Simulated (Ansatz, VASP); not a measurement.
## Mg: VASP beside Ansatz

```
Mg
1.0
    -1.81544    1.81544    1.81544
     1.81544   -1.81544    1.81544
     1.81544    1.81544   -1.81544
Mg
1
Direct
  0.00000 0.00000 0.00000
```

Change from the starting cell: volume scaled by 1.04.

Alike in both runs: task single point; functional PBE; k mesh 13 × 13 × 13; occupations fermi-dirac, width 0.05 eV; no spin polarisation.

|  | VASP | Ansatz |
| --- | --- | --- |
| version | VASP 6.6.1 | Ansatz 0.2.0 |
| potentials or method | VASP PAW PBE potentials, release 64 (Mg), cutoff 520 eV | all-electron LAPW, scalar-relativistic |

Ansatz gave:

* pressure (GPa): -1.3

Q: Estimate VASP's values.

A: Pressure (GPa): -1.4.

Ansatz ran all-electron here, so the differences hold the error of VASP's frozen core and of both bases.
